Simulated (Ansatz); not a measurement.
## CuO in Ansatz: the effect of functional

The system is CuO.

```
Cu O
1.0
     1.99097   -2.15355    0.00000
     1.99097    2.15355    0.00000
     0.00000    0.00000    5.15593
Cu O
2 2
Direct
  0.50000 0.00000 0.00000
  0.00000 0.50000 0.50000
  0.50000 0.50000 0.25000
  0.50000 0.50000 0.75000
```

Measurements of this composition are mostly on another form, of space group No. 15.

Alike in all runs:

| Property | Result |
| --- | --- |
| Program | Ansatz 0.2.0 |
| Task | projected density of states |
| Potentials or basis | Ansatz PAW |
| k mesh | 5 × 5 × 3 |
| Occupations | fermi-dirac, width 0.05 eV |
| Spin | no spin polarisation |

```csv
functional,cutoff,pressure (GPa)
LDA,420 eV (not typed: the program's choice for these potentials),-12.4
PBE,420 eV (not typed: the program's choice for these potentials),1.2
PBEsol,420 eV (not typed: the program's choice for these potentials),-6.2
RPBE,420 eV (not typed: the program's choice for these potentials),6.3
revPBE,420 eV (not typed: the program's choice for these potentials),4.9
BLYP,420 eV (not typed: the program's choice for these potentials),7.0
r2SCAN,500 eV (not typed: the program's choice for these potentials),?
HSE06,420 eV (not typed: the program's choice for these potentials),-3.3
PBE0,420 eV (not typed: the program's choice for these potentials),-3.6
r2SCAN0,500 eV (not typed: the program's choice for these potentials),-7.3
```

What does the run with functional r2SCAN give?

Pressure -5.1 GPa.

Caveats: all runs use coarse meshes; the run has no spin polarisation, though such a crystal can be magnetic; the PAW data sets come from PBE, with cores solved anew for the run's functional, which leaves a small shift of forces and pressure (some runs); semilocal functionals often make such compounds metallic where correlation or magnetic order opens a gap, which also shifts bond lengths (some runs); the thresholds are loose for stress (some runs).
